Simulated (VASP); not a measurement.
# WS2 in VASP: a series of runs, part 2 of 2

VASP 6.6.1.

### Step 4. Band structure, PBEsol

Contents of POSCAR:

```
WS2
1.0
    3.1831225544      0.0000000000      0.0000000000
   -1.5915612772      2.7566649955      0.0000000000
    0.0000000000      0.0000000000     35.1805582101
W S
4 8
Direct
    0.3333333333      0.6666666667      0.5923166100
    0.3333333333      0.6666666667      0.2234000000
    0.6666666667      0.3333333333      0.7766000000
    0.6666666667      0.3333333333      0.4076833900
    0.3333333333      0.6666666667      0.8211496400
    0.3333333333      0.6666666667      0.4520236900
    0.6666666667      0.3333333333      0.6366210700
    0.6666666667      0.3333333333      0.2677418400
    0.3333333333      0.6666666667      0.7322581600
    0.3333333333      0.6666666667      0.3633789300
    0.6666666667      0.3333333333      0.5479763100
    0.6666666667      0.3333333333      0.1788503600
```

Contents of INCAR.step1:

```
PREC     = Accurate       # precision mode
ENCUT    = 520            # plane-wave cutoff, eV
EDIFF    = 1E-6           # SCF threshold, eV
ISMEAR   = -1             # smearing method
SIGMA    = 0.05           # smearing width, eV
LREAL    = F              # projectors in reciprocal space
LASPH    = T              # aspherical terms in the spheres
NELM     = 100            # most SCF steps
ALGO     = Normal         # electronic algorithm
ISIF     = 2              # what is computed and relaxed
LWAVE    = F              # write WAVECAR
LCHARG   = T              # write CHGCAR
LMAXMIX  = 4              # l up to which the mixer works
GGA      = PS             # functional
```

Contents of KPOINTS.step1:

```
Automatic mesh
0
Gamma
  7 7 1
```

Contents of INCAR.step2:

```
PREC     = Accurate       # precision mode
ENCUT    = 520            # plane-wave cutoff, eV
EDIFF    = 1E-6           # SCF threshold, eV
ISMEAR   = 0              # smearing method
SIGMA    = 0.05           # smearing width, eV
LREAL    = F              # projectors in reciprocal space
LASPH    = T              # aspherical terms in the spheres
NELM     = 100            # most SCF steps
ALGO     = Normal         # electronic algorithm
ISIF     = 2              # what is computed and relaxed
LWAVE    = F              # write WAVECAR
LCHARG   = F              # write CHGCAR
LMAXMIX  = 4              # l up to which the mixer works
GGA      = PS             # functional
ICHARG   = 11             # starting density
```

Contents of KPOINTS.step2:

```
path GMKGALHA,LM,KH
15
line-mode
reciprocal
 0.0000000000  0.0000000000  0.0000000000  G
 0.5000000000  0.0000000000  0.0000000000  M

 0.5000000000  0.0000000000  0.0000000000  M
 0.3333333333  0.3333333333  0.0000000000  K

 0.3333333333  0.3333333333  0.0000000000  K
 0.0000000000  0.0000000000  0.0000000000  G

 0.0000000000  0.0000000000  0.0000000000  G
 0.0000000000  0.0000000000  0.5000000000  A

 0.0000000000  0.0000000000  0.5000000000  A
 0.5000000000  0.0000000000  0.5000000000  L

 0.5000000000  0.0000000000  0.5000000000  L
 0.3333333333  0.3333333333  0.5000000000  H

 0.3333333333  0.3333333333  0.5000000000  H
 0.0000000000  0.0000000000  0.5000000000  A

 0.5000000000  0.0000000000  0.5000000000  L
 0.5000000000  0.0000000000  0.0000000000  M

 0.3333333333  0.3333333333  0.0000000000  K
 0.3333333333  0.3333333333  0.5000000000  H
```

Potentials or basis: VASP PAW PBE potentials, release 64 (W_sv, S).

Run with:

```bash
$ cat potpaw_PBE.64/W_sv/POTCAR potpaw_PBE.64/S/POTCAR > POTCAR
$ cp INCAR.step1 INCAR
$ cp KPOINTS.step1 KPOINTS
$ mpirun -np 1 vasp_std > vasp.out
$ cp INCAR.step2 INCAR
$ cp KPOINTS.step2 KPOINTS
$ mpirun -np 1 vasp_std > vasp.out
```

OUTCAR:

```text
PREC = Accurate
   ENCUT = 520
   EDIFF = 1E-6
   ISMEAR = 0
   LREAL = F
   LASPH = T
   NELM = 100
   ISIF = 2
   GGA = PS
   ICHARG = 11

 ion  position               nearest neighbor table
   1  0.333  0.667  0.592-   7 2.41   7 2.41   7 2.41  11 2.41  11 2.41  11 2.41
   2  0.333  0.667  0.223-   8 2.41   8 2.41   8 2.41  12 2.42  12 2.42  12 2.42
   3  0.667  0.333  0.777-   9 2.41   9 2.41   9 2.41   5 2.42   5 2.42   5 2.42
   4  0.667  0.333  0.408-  10 2.41  10 2.41  10 2.41   6 2.41   6 2.41   6 2.41
   5  0.333  0.667  0.821-   3 2.42   3 2.42   3 2.42
   6  0.333  0.667  0.452-   4 2.41   4 2.41   4 2.41
   7  0.667  0.333  0.637-   1 2.41   1 2.41   1 2.41
   8  0.667  0.333  0.268-   2 2.41   2 2.41   2 2.41
   9  0.333  0.667  0.732-   3 2.41   3 2.41   3 2.41
  10  0.333  0.667  0.363-   4 2.41   4 2.41   4 2.41
  11  0.667  0.333  0.548-   1 2.41   1 2.41   1 2.41
  12  0.667  0.333  0.179-   2 2.42   2 2.42   2 2.42

  LATTYP: Found a hexagonal cell.
 ALAT       =     3.1831225544
 C/A-ratio  =    11.0522160579

  Lattice vectors:

[... 206 lines left out ...]
      6     -35.3397      2.00000
[... 1549 lines left out ...]
     61       6.5171      0.00000
     62       6.5889      0.00000

 [... further k-points ...]

------------------------ aborting loop because EDIFF is reached ----------------------------------------

  FORCE on cell =-STRESS in cart. coord.  units (eV):
  Direction    XX          YY          ZZ          XY          YZ          ZX
  --------------------------------------------------------------------------------------
  -------------------------------------------------------------------------------------
  Total       -0.3445700     -0.3445700     11.7434817     -0.0000000      0.0000000      0.0000000
  in kB       -1.7883311     -1.7883311     60.9491119     -0.0000000      0.0000000      0.0000000
  external PRESSURE =      19.1241499 kB  Pullay stress =       0.0000000 kB

 VOLUME and BASIS-vectors are now :
 -----------------------------------------------------------------------------
  energy-cutoff  :      520.00
  volume of cell :      308.70
      direct lattice vectors                 reciprocal lattice vectors
     3.183122554  0.000000000  0.000000000     0.314156927  0.181378586  0.000000000
    -1.591561277  2.756664995  0.000000000     0.000000000  0.362757173  0.000000000
     0.000000000  0.000000000 35.180558210     0.000000000  0.000000000  0.028424791

 POSITION                                       TOTAL-FORCE (eV/Angst)
 -----------------------------------------------------------------------------------
     -0.00000      1.83778     20.83803        -0.000000      0.000000     -0.020564
     -0.00000      1.83778      7.85934        -0.000000      0.000000     -0.161305
      1.59156      0.91889     27.32122         0.000000     -0.000000      0.161305
      1.59156      0.91889     14.34253         0.000000     -0.000000      0.020564
     -0.00000      1.83778     28.88850         0.000000      0.000000     -0.054683
     -0.00000      1.83778     15.90245         0.000000      0.000000      0.044891
      1.59156      0.91889     22.39668         0.000000      0.000000      0.061887
      1.59156      0.91889      9.41931        -0.000000     -0.000000      0.028127
     -0.00000      1.83778     25.76125         0.000000      0.000000     -0.028127
     -0.00000      1.83778     12.78387         0.000000      0.000000     -0.061887
      1.59156      0.91889     19.27811        -0.000000      0.000000     -0.044891
      1.59156      0.91889      6.29206        -0.000000     -0.000000      0.054683
 -----------------------------------------------------------------------------------
    total drift:                                0.000000      0.000000      0.000000

  FREE ENERGIE OF THE ION-ELECTRON SYSTEM (eV)
  ---------------------------------------------------
  free  energy   TOTEN  =       -98.3286318853 eV

  energy  without entropy=      -98.3286318853  energy(sigma->0) =      -98.32863189
```

OUTCAR.step1:

```text
PREC = Accurate
   ENCUT = 520
   EDIFF = 1E-6
   ISMEAR = -1
   LREAL = F
   LASPH = T
[... 762 lines left out ...]
     -0.00000      1.83778     25.76125         0.000000     -0.000000      0.099703
     -0.00000      1.83778     12.78387        -0.000000      0.000000      0.062973
      1.59156      0.91889     19.27811         0.000000      0.000000      0.083173
      1.59156      0.91889      6.29206         0.000000     -0.000000      0.244671
 -----------------------------------------------------------------------------------
    total drift:                                0.000000     -0.000000      0.000000

  FREE ENERGIE OF THE ION-ELECTRON SYSTEM (eV)
  ---------------------------------------------------
  free  energy   TOTEN  =      -101.0224893333 eV

  energy  without entropy=     -101.0224891930  energy(sigma->0) =     -101.02248926
```

OSZICAR.step1:

```text
N       E                     dE             d eps       ncg     rms          rms(c)
DAV:   1     0.109552189619E+04    0.10955E+04   -0.56334E+04  1120   0.158E+03
DAV:   2    -0.227976621777E+02   -0.11183E+04   -0.10912E+04  1184   0.424E+02
DAV:   3    -0.102668934864E+03   -0.79871E+02   -0.78915E+02  1194   0.107E+02
[... 16 lines left out ...]
DAV:  20    -0.101022466089E+03   -0.29673E-04   -0.65548E-07   752   0.290E-03    0.157E-03
DAV:  21    -0.101022479935E+03   -0.13846E-04   -0.27070E-07   744   0.140E-03    0.167E-03
DAV:  22    -0.101022487811E+03   -0.78760E-05   -0.19370E-07   736   0.113E-03    0.952E-04
DAV:  23    -0.101022488982E+03   -0.11702E-05   -0.46033E-08   688   0.644E-04    0.405E-04
DAV:  24    -0.101022489333E+03   -0.35175E-06   -0.13060E-08   688   0.336E-04
   1 F= -.10102249E+03 E0= -.10102249E+03  d E =-.140272E-06
```

It took 28 min on 1 thread of Intel Xeon Platinum 8375C at 2.90GHz (Ice Lake), shared host; peak memory 1.6 GiB.

What came out:

```yaml
Band_gap_on_the_k_mesh: 1.39 eV, indirect (least direct gap 2.37 eV)
Band_gap_along_the_path: 1.32 eV, indirect (least direct gap 1.74 eV)
```

Levels at the corners of the path, in eV from the valence-band top:
| point | band 48 | band 49 | band 50 | band 51 | band 52 | band 53 | band 54 | band 55 | band 56 | band 57 |
| --- | --- | --- | --- | --- | --- | --- | --- | --- | --- | --- |
| Γ | -1.88 | -0.77 | -0.48 | -0.18 | 0.00 | 2.43 | 2.43 | 2.43 | 2.43 | 2.45 |
| M | -1.70 | -1.45 | -1.41 | -1.38 | -1.36 | 2.37 | 2.38 | 2.39 | 2.39 | 2.76 |
| M | -1.70 | -1.45 | -1.41 | -1.38 | -1.36 | 2.37 | 2.38 | 2.39 | 2.39 | 2.76 |
| K | -2.78 | -0.52 | -0.49 | -0.45 | -0.43 | 1.32 | 1.32 | 1.34 | 1.34 | 2.54 |
| K | -2.78 | -0.52 | -0.49 | -0.45 | -0.43 | 1.32 | 1.32 | 1.34 | 1.34 | 2.54 |
| Γ | -1.88 | -0.77 | -0.48 | -0.18 | 0.00 | 2.43 | 2.43 | 2.43 | 2.44 | 2.45 |
| Γ | -1.88 | -0.77 | -0.48 | -0.18 | 0.00 | 2.43 | 2.43 | 2.43 | 2.44 | 2.44 |
| A | -1.88 | -0.77 | -0.48 | -0.18 | 0.00 | 2.43 | 2.43 | 2.43 | 2.44 | 2.45 |
| A | -1.88 | -0.77 | -0.48 | -0.18 | 0.00 | 2.43 | 2.43 | 2.43 | 2.43 | 2.44 |
| L | -1.70 | -1.45 | -1.41 | -1.38 | -1.36 | 2.37 | 2.38 | 2.39 | 2.39 | 2.76 |
| L | -1.70 | -1.45 | -1.41 | -1.38 | -1.36 | 2.37 | 2.38 | 2.39 | 2.39 | 2.76 |
| H | -2.78 | -0.52 | -0.49 | -0.45 | -0.43 | 1.32 | 1.32 | 1.34 | 1.34 | 2.54 |
| H | -2.78 | -0.52 | -0.49 | -0.45 | -0.43 | 1.32 | 1.32 | 1.34 | 1.34 | 2.54 |
| A | -1.88 | -0.77 | -0.48 | -0.18 | 0.00 | 2.43 | 2.43 | 2.43 | 2.44 | 2.44 |
| L | -1.70 | -1.45 | -1.41 | -1.38 | -1.36 | 2.37 | 2.38 | 2.39 | 2.39 | 2.76 |
| M | -1.70 | -1.45 | -1.41 | -1.38 | -1.36 | 2.37 | 2.38 | 2.39 | 2.39 | 2.76 |
| K | -2.78 | -0.52 | -0.49 | -0.45 | -0.43 | 1.32 | 1.32 | 1.34 | 1.34 | 2.54 |
| H | -2.78 | -0.52 | -0.49 | -0.45 | -0.43 | 1.32 | 1.32 | 1.34 | 1.34 | 2.54 |

Caveat: the log is that of the step along the path at fixed density, whose energy, stress, charges and moments have no meaning; the PAW data sets were made with another functional, which shifts forces and pressure a little; spin-orbit coupling is left out, which moves the levels of the heavy elements. As with any semilocal functional, this PBEsol gap is likely too small.

### Step 5. The runs side by side

| level | potentials or basis | gap on the mesh (eV) |
| --- | --- | --- |
| LDA | VASP PAW LDA potentials, release 64 (W_sv, S) | 1.35 |
| PBE | VASP PAW PBE potentials, release 64 (W_sv, S) | 1.42 |
| PBEsol | VASP PAW PBE potentials, release 64 (W_sv, S) | 1.39 |

Alike in all rows: task band structure; no spin polarisation; cell as given; k mesh 7 × 7 × 1; cutoff (eV) 520; smearing fermi-dirac 0.05 eV.

Caveats: spin-orbit coupling is left out, which moves the levels of the heavy elements; the PAW data sets were made with another functional, which shifts forces and pressure a little (some runs).

Total energies depend on the potentials used, so only differences within one code and one set of settings carry meaning.
